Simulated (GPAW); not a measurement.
# GaP (F-43m) in GPAW: notebook, part 2 of 2

GPAW 26.7.0. Earlier steps stand in the parts before.

**4. Band structure, rSCAN, spin-orbit coupling, no magnetisation**

Contents of run.py:

```python
import numpy as np
from ase import Atoms
from ase.dft.bandgap import bandgap
from ase.io import write
from ase.units import GPa
from gpaw import GPAW, PW
from gpaw.spinorbit import soc_eigenstates

atoms = Atoms(['Ga', 'P'],
              cell=[[0.0, 2.72525, 2.72525],
                    [2.72525, 0.0, 2.72525],
                    [2.72525, 2.72525, 0.0]],
              scaled_positions=[[0.0, 0.0, 0.0],
                                [0.75, 0.75, 0.75]],
              pbc=True)

calc = GPAW(mode=PW(600),
            xc='MGGA_X_RSCAN+MGGA_C_RSCAN',
            kpts={'size': (8, 8, 8), 'gamma': True},
            occupations={'name': 'fermi-dirac', 'width': 0.05},
            nbands=11,
            convergence={'density': 1e-05, 'energy': 1e-05},
            maxiter=150,
            txt='gpaw.txt')
atoms.calc = calc
energy = atoms.get_potential_energy()
forces = atoms.get_forces()
stress = atoms.get_stress()
calc.write('gs.gpw')
write('result.traj', atoms)
print(f'Energy: {energy:.6f} eV')
print('Forces (eV/A):')
print(forces.round(4))
print('Stress (GPa):', (stress / GPa).round(3))
print('Fermi level:', round(calc.get_fermi_level(), 4), 'eV')
print(f'Gap: {bandgap(calc)[0]:.4f} eV, direct: {bandgap(calc, direct=True)[0]:.4f} eV')

path = atoms.cell.bandpath('GXWKGLUWLK,UX', npoints=60, eps=1e-4)
bs_calc = calc.fixed_density(kpts=path, symmetry='off', nbands=21,
                             convergence={'bands': 'CBM+6.0', 'eigenstates': 1e-6}, txt='bands.txt')
bs = bs_calc.band_structure()
bs.write('bs.json')
print(f'Gap on the path: {bandgap(bs_calc)[0]:.4f} eV')

soc = soc_eigenstates(bs_calc, theta=0, phi=0, ignore_xc_potential=True)
np.savetxt('soc_bands.dat', soc.eigenvalues(), fmt='%.4f')
mesh = soc_eigenstates('gs.gpw', theta=0, phi=0, ignore_xc_potential=True)
np.savetxt('soc_mesh.dat', mesh.eigenvalues(), fmt='%.4f')
print('Fermi level with spin-orbit coupling:', round(mesh.fermi_level, 4), 'eV')
```

Potentials or basis: GPAW PAW data sets (gpaw-data 1.2.1), pw.

Command:

```console
> OMP_NUM_THREADS=1 python run.py
```

gpaw.txt:

```text
__  _  _
 | _ |_)|_||  |
 |__||  | ||/\| - 26.7.0

Input parameters:
  mode=PW(ecut=600.0),
  convergence={'density': 1e-05, 'energy': 1e-05},
  kpts=MonkhorstPack(size=(8, 8, 8), gamma=True),
  maxiter=150,
  nbands=11,
  occupations=Occupations(name='fermi-dirac', width=0.05),
  xc=XC(name='MGGA_X_RSCAN+MGGA_C_RSCAN')

Diagonalizing LCAO Hamiltonian
Converting LCAO to pw mode

                    P

       Ga

Atoms  # Å, Bohr magnetons
|   | symbol |        x |        y |        z |    initial magnetic moments |
|---|--------|----------|----------|----------|-----------------------------|
| 0 |     Ga | 0.000000 | 0.000000 | 0.000000 | ( 0.0000,  0.0000,  0.0000) |
| 1 |      P | 4.087875 | 4.087875 | 4.087875 | ( 0.0000,  0.0000,  0.0000) |

Unit cell  # Å
| periodic |        x |        y |        z |  lengths |    angles |
|----------|----------|----------|----------|----------|-----------|
|      yes | 0.000000 | 2.725250 | 2.725250 | 3.854086 | 60.000000 |
[... 186 lines left out ...]
  Zero:             -0.031829
  External:          0.000000
  Xc:              -33.546453
  Entropy:          -0.000000
  Spinorbit:         0.000000
  ----------------------------
  Free energy:     -30.594308
  Extrapolated:    -30.594308

dipole moment: (-10.830093, -10.830093, -10.830093)  # |e|*Ang

Fermi level: 5.607
Eigenvalues  # (at kpt = [0.000, 0.000, 0.000])
| band index |      eig [eV] | occ [0-2] |
|------------|---------------|-----------|
|          0 |        -8.274 |     2.000 |
|          1 |         4.697 |     2.000 |
|          2 |         4.697 |     2.000 |
|          3 |         4.697 |     2.000 |
|          4 |         7.087 |     0.000 |
|          5 |         8.921 |     0.000 |
|          6 |         8.921 |     0.000 |
|          7 |         8.921 |     0.000 |
|          8 |        14.215 |     0.000 |
|          9 |        14.833 |     0.000 |
|         10 |        14.833 |     0.000 |

Gap: 1.929 eV
Transition (v -> c):
  (s=0, k=0, n=3, [0.00, 0.00, 0.00]) -> (s=0, k=12, n=4, [0.38, 0.38, 0.00])
Direct/indirect transitions are different
Direct gap: 2.390 eV
Transition at: (s=0, k=0, n=3, [0.00, 0.00, 0.00])

Forces  # eV/Ang
|       x |        y |       z |
|---------|----------|---------|
| 0.00000 |  0.00000 | 0.00000 |  # Ga   0
| 0.00000 | -0.00000 | 0.00000 |  # P    1

Stress tensor  # eV/Ang^3
|         x |         y |         z |
|-----------|-----------|-----------|
| -0.008810 |  0.000000 |  0.000000 |
|  0.000000 | -0.008810 |  0.000000 |
|  0.000000 |  0.000000 | -0.008810 |

# Writing to gs.gpw (mode='')
```

stdout:

```text
Energy: -30.594308 eV
Forces (eV/A):
[[ 0.  0.  0.]
 [ 0. -0.  0.]]
Stress (GPa): [-1.411 -1.411 -1.411  0.     0.     0.   ]
Fermi level: 5.6065 eV
Gap: 1.9289 eV, direct: 2.3898 eV
Gap on the path: 1.8775 eV
Fermi level with spin-orbit coupling: 5.6467 eV
```

It took 70 s on 1 thread of Arm Neoverse V2, shared host; peak memory 0.29 GiB.

What came out:

| Item | Value |
| --- | --- |
| Free energy | -30.5943 eV |
| Pressure | 1.4 GPa |
| Band gap on the k mesh | 1.90 eV, indirect (least direct gap 2.36 eV) |
| Band gap along the path | 1.85 eV, indirect (least direct gap 2.36 eV) |

Levels at the corners of the path, in eV from the valence-band top:
```csv
point,band 5,band 6,band 7,band 8,band 9,band 10,band 11,band 12
Γ,0.00,0.00,0.00,0.00,2.36,2.36,4.08,4.08
X,-2.81,-2.81,-2.78,-2.78,1.91,1.91,2.09,2.09
W,-3.74,-3.72,-3.55,-3.50,5.04,5.04,5.29,5.31
K,-4.09,-4.07,-2.36,-2.36,2.47,2.48,5.18,5.19
Γ,0.00,0.00,0.00,0.00,2.36,2.36,4.08,4.08
L,-1.22,-1.22,-1.15,-1.15,2.05,2.05,5.02,5.02
U,-4.09,-4.07,-2.36,-2.36,2.47,2.48,5.18,5.19
W,-3.74,-3.72,-3.55,-3.50,5.04,5.04,5.29,5.31
L,-1.22,-1.22,-1.15,-1.15,2.05,2.05,5.02,5.02
K,-4.09,-4.07,-2.36,-2.36,2.47,2.48,5.18,5.19
U,-4.09,-4.07,-2.36,-2.36,2.47,2.48,5.18,5.19
X,-2.81,-2.81,-2.78,-2.78,1.91,1.91,2.09,2.09
```

Caveat: the data sets keep Ga 3d, Li 1s and Be 1s frozen, and some such compounds lay over 1.5 % in volume off other programs; spin-orbit coupling was added after a scalar SCF, so levels and gaps hold it while energy, forces, pressure and moments don't; this program's spin-orbit splittings come out too wide for heavy elements; the PAW data sets were made with another functional, which shifts forces and pressure a little.

**5. Band structure, MS2, spin-orbit coupling, no magnetisation**

run.py: that of step 4 with these lines changed.

```diff
@@ -1,5 +1,4 @@
 import numpy as np
-from ase import Atoms
 from ase.dft.bandgap import bandgap
-from ase.io import write
+from ase.io import read, write
 from ase.units import GPa
@@ -8,12 +7,6 @@
 
-atoms = Atoms(['Ga', 'P'],
-              cell=[[0.0, 2.72525, 2.72525],
-                    [2.72525, 0.0, 2.72525],
-                    [2.72525, 2.72525, 0.0]],
-              scaled_positions=[[0.0, 0.0, 0.0],
-                                [0.75, 0.75, 0.75]],
-              pbc=True)
+atoms = read('POSCAR')
 
 calc = GPAW(mode=PW(600),
-            xc='MGGA_X_RSCAN+MGGA_C_RSCAN',
+            xc='MGGA_X_MS2+GGA_C_REGTPSS',
             kpts={'size': (8, 8, 8), 'gamma': True},
@@ -37,3 +30,3 @@
 
-path = atoms.cell.bandpath('GXWKGLUWLK,UX', npoints=60, eps=1e-4)
+path = atoms.cell.bandpath('GXWKGLUWLK,UX', npoints=80, eps=1e-4)
 bs_calc = calc.fixed_density(kpts=path, symmetry='off', nbands=21,
```

Contents of POSCAR:

```
GaP
1.0
    0.0000000000      2.7252500000      2.7252500000
    2.7252500000      0.0000000000      2.7252500000
    2.7252500000      2.7252500000      0.0000000000
Ga P
1 1
Direct
    0.0000000000      0.0000000000      0.0000000000
    0.7500000000      0.7500000000      0.7500000000
```

Command:

```console
> OMP_NUM_THREADS=1 python run.py
```

Run time: 78 s. Hardware: 1 thread of Arm Neoverse V2, shared host; peak memory 0.31 GiB.

Results (log left out):

```
Free energy             : -14.2299 eV
Pressure                : 2.2 GPa
Band gap on the k mesh  : 1.89 eV, indirect (least direct gap 2.44 eV)
Band gap along the path : 1.87 eV, indirect (least direct gap 2.44 eV)
```

Levels at the corners of the path, in eV from the valence-band top:
| point | band 6 | band 7 | band 8 | band 9 | band 10 | band 11 |
| --- | --- | --- | --- | --- | --- | --- |
| Γ | 0.00 | 0.00 | 0.00 | 2.44 | 2.44 | 4.23 |
| X | -2.71 | -2.69 | -2.69 | 1.89 | 1.89 | 2.21 |
| W | -3.60 | -3.45 | -3.40 | 4.95 | 4.96 | 5.48 |
| K | -3.95 | -2.27 | -2.27 | 2.52 | 2.52 | 5.21 |
| Γ | 0.00 | 0.00 | 0.00 | 2.44 | 2.44 | 4.23 |
| L | -1.18 | -1.10 | -1.10 | 2.15 | 2.15 | 5.12 |
| U | -3.95 | -2.27 | -2.27 | 2.52 | 2.52 | 5.21 |
| W | -3.60 | -3.45 | -3.40 | 4.95 | 4.96 | 5.48 |
| L | -1.18 | -1.10 | -1.10 | 2.15 | 2.15 | 5.12 |
| K | -3.95 | -2.27 | -2.27 | 2.52 | 2.52 | 5.21 |
| U | -3.95 | -2.27 | -2.27 | 2.52 | 2.52 | 5.21 |
| X | -2.71 | -2.69 | -2.69 | 1.89 | 1.89 | 2.21 |

Caveat: the data sets keep Ga 3d, Li 1s and Be 1s frozen, and some such compounds lay over 1.5 % in volume off other programs; spin-orbit coupling was added after a scalar SCF, so levels and gaps hold it while energy, forces, pressure and moments don't; this program's spin-orbit splittings come out too wide for heavy elements; the PAW data sets were made with another functional, which shifts forces and pressure a little.

**6. Summary**

| task | level | potentials or basis | spin | band path | band points | spin axis theta (degrees) | spin axis phi (degrees) | gap on the mesh (eV) | pressure (GPa) | V0 of scaled cells (Å³/atom) | B0 (GPa) |
| --- | --- | --- | --- | --- | --- | --- | --- | --- | --- | --- | --- |
| equation of state | SOGGA | PAW data sets generated in the run's folder for this functional, pw | off | - | - | - | - | - | - | 20.56 | 88 |
| equation of state | PBEsol+D3 | PAW data sets generated in the run's folder for this functional, pw | off | - | - | - | - | - | - | 20.28 | 90 |
| band structure | rSCAN | GPAW PAW data sets (gpaw-data 1.2.1), pw | SOC, no magnetisation | GXWKGLUWLK,UX | 60 | 0 | 0 | 1.90 | 1.4 | - | - |
| band structure | MS2 | GPAW PAW data sets (gpaw-data 1.2.1), pw | SOC, no magnetisation | GXWKGLUWLK,UX | 80 | 0 | 0 | 1.89 | 2.2 | - | - |

Alike in all rows: cell as given; k mesh 8 × 8 × 8; cutoff (eV) 600; smearing fermi-dirac 0.05 eV.

Caveats: the data sets keep Ga 3d, Li 1s and Be 1s frozen, and some such compounds lay over 1.5 % in volume off other programs; spin-orbit coupling was added after a scalar SCF, so levels and gaps hold it while energy, forces, pressure and moments don't (some runs); this program's spin-orbit splittings come out too wide for heavy elements (some runs); the PAW data sets were made with another functional, which shifts forces and pressure a little (some runs).

Absolute energies hang on the potentials; compare differences alone.

**7. Against experiment**

Step 2. A measured bulk modulus of GaP is 87.5 GPa (“Phosphorous dimerization in GaP at high pressure”, 2017, arxiv:1709.06667); the calculated 88 GPa misses it by +0.1 %. The fit is for a static lattice scaled at fixed shape and fixed fractional positions.

Step 3. Against the measured bulk modulus of GaP, 87.5 GPa (“Phosphorous dimerization in GaP at high pressure”, 2017, arxiv:1709.06667), the calculated 90 GPa is off by +3.3 %. The fit is for a static lattice scaled at fixed shape and fixed fractional positions.

Step 4. A measured gap of GaP is 2.34 eV (indirect; 10 K; quoted in “Stacking defects in GaP nanowires: Electronic structure and optical properties”, 2018, arxiv:1810.01194); the calculated 1.85 eV misses it by -0.49 eV. The value is that of rSCAN, without temperature or zero-point motion.

Step 5. A measured gap of GaP is 2.34 eV (indirect; 10 K; quoted in “Stacking defects in GaP nanowires: Electronic structure and optical properties”, 2018, arxiv:1810.01194); the calculated 1.87 eV misses it by -0.47 eV. The value is that of MS2, without temperature or zero-point motion.
